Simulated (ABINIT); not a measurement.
# ZnS (Wurtzite-2H) (P6_3mc) in ABINIT: further runs

Aim: see how the results for ZnS (Wurtzite-2H) move with the level of theory and the settings. Levels: PBE, LDA, PBEsol. Tasks: single point.

All numbers are computed with ABINIT 10.8.3 (patched build); they aren't measurements. Logs are shortened: lines on timing, memory, paths and dates and some standing lists are left out, and cuts for length are marked. The log counts tension as positive stress, the text compression.

**Experimental background.**

A printed reference work, monograph reports, for a bulk crystal of ZnS at 4 K: band gap 3.911 eV (direct).

How close the calculation comes is told below.

### Step 1. The structure

The structure is hexagonal, space group P6_3mc (No. 186). The conventional cell has a = 3.811 Å, b = 3.811 Å, c = 6.234 Å, α = 90.00°, β = 90.00°, γ = 120.00°. Zn (site symmetry 3m) is surrounded by 4 S at 2.31 to 2.40 Å. S (site symmetry 3m) has 4 Zn at 2.31 to 2.40 Å as nearest neighbours.

### Step 2. Single point, PBE

run.abi

```
pp_dirpath "./"
pseudos "Zn.GGA_PBE-JTH.xml, S.GGA_PBE-JTH.xml"

acell 7.2017462609 7.2017462609 11.7805526609
rprim
     1.0000000000     0.0000000000     0.0000000000
    -0.5000000000     0.8660254038     0.0000000000
     0.0000000000     0.0000000000     1.0000000000
ntypat 2
znucl 30 16
natom 4
typat 1 1 2 2
xred
     0.6666666667     0.3333333333     0.5000000000
     0.3333333333     0.6666666667     0.0000000000
     0.6666666667     0.3333333333     0.8850000000
     0.3333333333     0.6666666667     0.3850000000

ecut 544.227725 eV
pawecutdg 40.0

kptopt 1
ngkpt 5 5 3
nshiftk 1
shiftk 0.0 0.0 0.0

ixc 11

nband 22
occopt 3
tsmear 0.00183747

nstep 100
tolvrs 1.0e-9

iomode 3
prtwf 0
prtden 0
prteig 0
prtebands 0
```

Potentials or basis: JTH PAW PBE v2.0.

Run with:

```bash
abinit run.abi > log 2>&1
```

run.abo:

```text
.Version 10.8.3 of ABINIT
 Symmetries : space group P6_3 m c (#186); Bravais hP (primitive hexag.)
================================================================================
 Values of the parameters that define the memory need of the present run
     intxc =       0    ionmov =       0      iscf =      17    lmnmax =      18
     lnmax =       6     mgfft =      48  mpssoang =       3    mqgrid =    3354
     natom =       4  nloc_mem =       2    nspden =       1   nspinor =       1
    nsppol =       1      nsym =      12    n1xccc =       1    ntypat =       2
    occopt =       3   xclevel =       2
       mpw =        2280          nfft =       43200          nkpt =          10
 PAW method is used; the additional fine FFT grid is defined by:
   mgfftf=        72    nfftf =    145800
================================================================================
================================================================================

--------------------------------------------------------------------------------
------------- Echo of variables that govern the present computation ------------
--------------------------------------------------------------------------------
 -outvars: echo values of preprocessed input variables --------
            acell      7.2017462609E+00  7.2017462609E+00  1.1780552661E+01 Bohr
              amu      6.53900000E+01  3.20660000E+01
             ecut      2.00000000E+01 Hartree
              ixc          11
         kptrlatt        5    0    0      0    5    0      0    0    3
          kptrlen      3.53416580E+01
            natom           4
            nband          22
            ngfft          30      30      48
          ngfftdg          45      45      72
             nkpt          10
            nstep         100
             nsym          12
           ntypat           2
           occopt           3
        pawecutdg      4.00000000E+01 Hartree
         pawxcdev           0
           prtden           0
        prtebands           0
           prteig           0
            prtwf           0
            rprim      1.0000000000E+00  0.0000000000E+00  0.0000000000E+00
                      -5.0000000000E-01  8.6602540380E-01  0.0000000000E+00
                       0.0000000000E+00  0.0000000000E+00  1.0000000000E+00
          spgroup         186
           tolvrs      1.00000000E-09
           tsmear      1.83747000E-03 Hartree
            typat      1  1  2  2
           useylm           1
           xangst      1.9054999987E+00  1.1001409372E+00  3.1169999979E+00
                      -2.8207066293E-16  2.2002818744E+00  0.0000000000E+00
                       1.9054999987E+00  1.1001409372E+00  5.5170899962E+00
                      -2.8207066293E-16  2.2002818744E+00  2.4000899984E+00
            xcart      3.6008731305E+00  2.0789650712E+00  5.8902763304E+00
                      -5.3303630109E-16  4.1579301424E+00  0.0000000000E+00
[... 176 lines left out ...]
    3     -0.00000000000000    -0.00000000000000    -0.31846834033045
    4     -0.00000000000000    -0.00000000000000    -0.31846834033045
 frms,max,avg= 1.8386778E-01 3.1846834E-01   0.000E+00  0.000E+00  2.850E-03 e/A
 length scales=  7.201746260900  7.201746260900 11.780552660900 bohr
              =  3.810999997389  3.810999997389  6.233999995762 angstroms
 Fermi (or HOMO) energy (hartree) =   0.23990   Average Vxc (hartree)=  -0.34446
 Eigenvalues (hartree) for nkpt=  10  k points:
 kpt#   1, nband= 22, wtk=  0.01333, kpt=  0.0000  0.0000  0.0000 (reduced coord)
  -0.28707   -0.25311   -0.03612   -0.03612   -0.03374   -0.03374   -0.03347   -0.01849
  -0.01849   -0.01555   -0.01555   -0.00969    0.00804    0.16647    0.16647    0.19761
   0.19761    0.19799    0.28004    0.30757    0.42852    0.42852
      occupation numbers for kpt#   1
   2.00000    2.00000    2.00000    2.00000    2.00000    2.00000    2.00000    2.00000
   2.00000    2.00000    2.00000    2.00000    2.00000    2.00000    2.00000    2.00000
   2.00000    2.00000    0.00000    0.00000    0.00000    0.00000
 prteigrs : prtvol=0 or 1, do not print more k-points.

--- !EnergyTerms
iteration_state     : {dtset: 1, }
comment             : Components of total free energy in Hartree
kinetic             :  2.20635079238556E+01
hartree             :  4.24693574953764E+01
xc                  : -1.08907458728431E+01
Ewald energy        : -9.21733055367513E+01
psp_core            :  1.56215136289461E+00
local_psp           : -1.48964456281469E+02
PAW spherical_terms :  3.65455009844449E+01
internal            : -1.49387989924492E+02
'-kT*entropy'       : -7.49338503383381E-13
total_energy        : -1.49387989924493E+02
total_energy_eV     : -4.06505429434608E+03
...

--- !EnergyTermsDC
iteration_state     : {dtset: 1, }
comment             : '"Double-counting" decomposition of free energy'
band_energy         : -1.85354901466695E-01
Ewald energy        : -9.21733055367513E+01
psp_core            :  1.56215136289461E+00
xc_dc               : -4.15079770161183E+01
PAW spherical_terms : -1.70835098725193E+01
internal            : -1.49387995963961E+02
'-kT*entropy'       : -7.49338503383381E-13
total_energy_dc     : -1.49387995963962E+02
total_energy_dc_eV  : -4.06505445868841E+03
...

--- !EnergyTermsWithPAWCore
iteration_state     : {dtset: 1, }
comment             : 'Components of total free energy, including PAW core contributions'
Total energy        : -4.39062898824226E+03
Total energy DC     : -4.39062899428173E+03
Total energy (eV)   : -1.19475101261861E+05
Total energy DC (eV): -1.19475101426203E+05
...

 Cartesian components of stress tensor (hartree/bohr^3)
  sigma(1 1)= -8.67874344E-05  sigma(3 2)=  0.00000000E+00
  sigma(2 2)= -8.67874345E-05  sigma(3 1)=  0.00000000E+00
  sigma(3 3)= -1.54576839E-05  sigma(2 1)=  0.00000000E+00

-Cartesian components of stress tensor (GPa)         [Pressure=  1.8538E+00 GPa]
- sigma(1 1)= -2.55337447E+00  sigma(3 2)=  0.00000000E+00
- sigma(2 2)= -2.55337448E+00  sigma(3 1)=  0.00000000E+00
- sigma(3 3)= -4.54780760E-01  sigma(2 1)=  0.00000000E+00

== END DATASET(S) ==============================================================
================================================================================

 -outvars: echo values of variables after computation  --------
            acell      7.2017462609E+00  7.2017462609E+00  1.1780552661E+01 Bohr
           etotal     -1.4938799596E+02
            fcart     -0.0000000000E+00 -0.0000000000E+00  6.1932231772E-03
                      -0.0000000000E+00 -0.0000000000E+00  6.1932231772E-03
                      -0.0000000000E+00 -0.0000000000E+00 -6.1932231772E-03
                      -0.0000000000E+00 -0.0000000000E+00 -6.1932231772E-03
            rprim      1.0000000000E+00  0.0000000000E+00  0.0000000000E+00
                      -5.0000000000E-01  8.6602540380E-01  0.0000000000E+00
                       0.0000000000E+00  0.0000000000E+00  1.0000000000E+00
           strten     -8.6787434377E-05 -8.6787434480E-05 -1.5457683853E-05
                       0.0000000000E+00  0.0000000000E+00  0.0000000000E+00
           xangst      1.9054999987E+00  1.1001409372E+00  3.1169999979E+00
                      -2.8207066293E-16  2.2002818744E+00  0.0000000000E+00
                       1.9054999987E+00  1.1001409372E+00  5.5170899962E+00
                      -2.8207066293E-16  2.2002818744E+00  2.4000899984E+00
             xred      6.6666666667E-01  3.3333333333E-01  5.0000000000E-01
                       3.3333333333E-01  6.6666666667E-01  0.0000000000E+00
                       6.6666666667E-01  3.3333333333E-01  8.8500000000E-01
                       3.3333333333E-01  6.6666666667E-01  3.8500000000E-01
 Calculation completed.
```

Wall time 39 s (1 thread of Arm Neoverse V1, shared host); peak memory 0.13 GiB.

Results:

| Quantity | Value |
| --- | --- |
| Free energy | -4065.0545 eV |
| Largest force | 0.318 eV/Å |
| Band gap on the k mesh | 2.23 eV, direct |
| Valence electrons inside the program's atomic spheres | Zn 10.80; S 3.62 |

Forces on the atoms (eV/Å):
```
Zn   0.000  0.000  0.318
Zn   0.000  0.000  0.318
S    0.000  0.000 -0.318
S    0.000  0.000 -0.318
```

Levels at points of the mesh, in eV from the valence-band top:
```tsv
k point	band 14	band 15	band 16	band 17	band 18	band 19	band 20	band 21	band 22
(0.00, 0.00, 0.00)	-0.86	-0.86	-0.01	-0.01	0.00	2.23	2.98	6.27	6.27
```

Caveat: the cutoff is too short for stress, so the log's stress isn't used.

### Step 3. Single point, LDA

run.abi

```
# Pseudopotentials
pp_dirpath "./"
pseudos "Zn.LDA_PW-JTH.xml, S.LDA_PW-JTH.xml"

# Structure
acell 3*1.0
rprim
     7.2017462609     0.0000000000     0.0000000000
    -3.6008731305     6.2368952135     0.0000000000
     0.0000000000     0.0000000000    11.7805526609
ntypat 2
znucl 30 16
natom 4
typat 1 1 2 2
xred
     0.6666666667     0.3333333333     0.5000000000
     0.3333333333     0.6666666667     0.0000000000
     0.6666666667     0.3333333333     0.8850000000
     0.3333333333     0.6666666667     0.3850000000

# Plane-wave basis
ecut 20.0
pawecutdg 40.0

# k points
kptopt 1
ngkpt 6 6 4
nshiftk 1
shiftk 0.0 0.0 0.0

# Exchange and correlation
ixc 7

# Bands and occupations
nband 22
occopt 3
tsmear 0.05 eV

# SCF cycle
nstep 100
tolvrs 1.0e-9

# Output
iomode 3
prtwf 0
prteig 0
prtebands 0
prtden 1
prtvha 1
prtvclmb 1
prtpot 1
```

Potentials or basis: JTH PAW LDA v2.0.

Run with:

```bash
abinit run.abi > log 2>&1
```

It took 73 s on 1 thread of Arm Neoverse V1, shared host; peak memory 0.12 GiB.

The run converged. Its results:

```
Free energy                                           : -4078.8444 eV
Largest force                                         : 0.290 eV/Å
Band gap on the k mesh                                : 1.97 eV, direct
Valence electrons inside the program's atomic spheres : Zn 10.82; S 3.60
```

Forces in eV/Å, atoms in the order of the input:
```
Zn   0.000  0.000  0.290
Zn   0.000  0.000  0.290
S    0.000  0.000 -0.290
S    0.000  0.000 -0.290
```

Levels at points of the mesh, in eV from the valence-band top:
| k point | band 15 | band 16 | band 17 | band 18 | band 19 | band 20 | band 21 | band 22 |
| --- | --- | --- | --- | --- | --- | --- | --- | --- |
| (0.00, 0.00, 0.00) | -0.88 | -0.02 | -0.02 | 0.00 | 1.97 | 2.76 | 6.12 | 6.12 |
| (0.50, 0.00, 0.00) | -3.22 | -2.28 | -1.60 | -1.00 | 3.40 | 4.06 | 4.99 | 6.97 |
| (0.00, 0.00, 0.50) | -0.46 | -0.46 | -0.46 | -0.46 | 3.28 | 3.28 | 6.56 | 6.57 |
| (0.50, 0.00, 0.50) | -1.69 | -1.69 | -1.56 | -1.56 | 3.39 | 3.39 | 4.96 | 4.96 |

Caveat: the cutoff is too short for stress, so the log's stress isn't used.

### Step 4. Single point, PBEsol

run.abi

```
# Pseudopotentials
pp_dirpath "./"
pseudos "Zn.GGA_PBE-JTH.xml, S.GGA_PBE-JTH.xml"

# Structure
acell 3.811 3.811 6.234 Angstrom
rprim
     1.0000000000     0.0000000000     0.0000000000
    -0.5000000000     0.8660254038     0.0000000000
     0.0000000000     0.0000000000     1.0000000000
ntypat 2
znucl 30 16
natom 4
typat 1 1 2 2
xred
     0.6666666667     0.3333333333     0.5000000000
     0.3333333333     0.6666666667     0.0000000000
     0.6666666667     0.3333333333     0.8850000000
     0.3333333333     0.6666666667     0.3850000000

# Plane-wave basis
ecut 20.0
pawecutdg 40.0

# k points
kptopt 1
ngkpt 10 10 6
nshiftk 1
shiftk 0.0 0.0 0.0

# Exchange and correlation
ixc -116133

# Bands and occupations
nband 22
occopt 3
tsmear 0.05 eV

# SCF cycle
nstep 100
tolvrs 1.0e-9

# Output
iomode 3
prtwf 0
prtden 0
prteig 0
prtebands 0
enunit 2
```

Potentials or basis: JTH PAW PBE v2.0.

Run with:

```bash
abinit run.abi > log 2>&1
```

It took 4.3 min on 1 thread of Arm Neoverse V1, shared host; peak memory 0.19 GiB.

The run converged. Its results:

| Property | Result |
| --- | --- |
| Free energy | -4063.4381 eV |
| Largest force | 0.303 eV/Å |
| Band gap on the k mesh | 2.09 eV, direct |
| Valence electrons inside the program's atomic spheres | Zn 10.80; S 3.60 |

Forces in eV/Å, atoms in the order of the input:
```
Zn   0.000  0.000  0.303
Zn   0.000  0.000  0.303
S    0.000  0.000 -0.303
S    0.000  0.000 -0.303
```

Levels at points of the mesh, in eV from the valence-band top:
```tsv
k point	band 15	band 16	band 17	band 18	band 19	band 20	band 21	band 22
(0.00, 0.00, 0.00)	-0.87	-0.01	-0.01	0.00	2.09	2.86	6.17	6.17
(0.50, 0.00, 0.00)	-3.21	-2.28	-1.60	-1.00	3.47	4.15	5.04	7.01
(0.00, 0.00, 0.50)	-0.46	-0.46	-0.46	-0.46	3.38	3.38	6.60	6.60
(0.50, 0.00, 0.50)	-1.69	-1.69	-1.55	-1.55	3.47	3.47	5.01	5.01
```

Caveat: the cutoff is too short for stress, so the log's stress isn't used; the PAW data sets were made with another functional, which shifts forces and pressure a little.

(Part 1 of 2 ends here.)
